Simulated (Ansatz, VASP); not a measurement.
## Two plane-wave programs on C

The input INCAR:

```
SYSTEM = C
PREC     = Accurate       ! precision mode
ENCUT    = 520            ! plane-wave cutoff, eV
EDIFF    = 1E-6           ! SCF threshold, eV
ISMEAR   = 0              ! smearing method
SIGMA    = 0.05           ! smearing width, eV
LREAL    = .FALSE.        ! projectors in reciprocal space
LASPH    = .TRUE.         ! aspherical terms in the spheres
NELM     = 100            ! most SCF steps
ALGO     = Normal         ! electronic algorithm
ISIF     = 2              ! what is computed and relaxed
LWAVE    = .FALSE.        ! write WAVECAR
LCHARG   = .TRUE.         ! write CHGCAR
GGA      = CA             ! functional
LELF     = .TRUE.         ! ELF
LVHAR    = .TRUE.       
NBANDS   = 11             ! bands
```

The input KPOINTS:

```
regular mesh
0
G
  12 12 12
  0 0 0
```

POSCAR

```
C
1.0
    0.0000000000      1.7938086079      1.6287782160
    1.7938086079      0.0000000000      1.6287782160
    1.7938086079      1.7938086079      0.0000000000
C
2
Direct
    0.5000000000      0.5000000000      0.5000000000
    0.7500000000      0.7500000000      0.7500000000
```

Input for Ansatz:

```yaml
crystal:
  lattice:
    - [0.0, 1.7938086079, 1.628778216]
    - [1.7938086079, 0.0, 1.628778216]
    - [1.7938086079, 1.7938086079, 0.0]
  atoms:
    - { symbol: C, position: [0.5, 0.5, 0.5] }
    - { symbol: C, position: [0.75, 0.75, 0.75] }
basis:
  ecutwfc: 520.0
kpoints:
  mp_grid: { grid: [12, 12, 12] }
hamiltonian:
  xc: lda
  pseudopotentials: { kind: paw, azcp: { folder: soft_1 } }
scf:
  occupations: { method: gaussian, width: 0.05 }
output:
  forces: true
  stress: true
  eigenvalues: true
```

Alike in both runs: task single point; functional LDA; k mesh 12 × 12 × 12; occupations gaussian, width 0.05 eV; no spin polarisation.

```csv
,VASP,Ansatz
version,VASP 6.6.1,Ansatz 0.2.0
potentials or method,"VASP PAW LDA potentials, release 64 (C)","scalar-relativistic, plane waves, PAW"
plane-wave cutoff (eV),520,520
valence electrons in the cell,8,8
```

```tsv
	VASP	Ansatz	Ansatz less VASP
gap on the k mesh at the Fermi level (eV)	1.83	1.84	+0.013
least direct gap on the mesh (eV)	4.13	4.13	-0.003
pressure (GPa)	27.1	25.1	-1.96
largest component of the traceless stress (GPa)	57.98	58.11	+0.126
```

Ansatz warned: «pseudo_functional_mismatch».

Caveats: so large a pressure means that the cell lies far from this level's equilibrium, or that cutoff or potentials fall short (VASP).
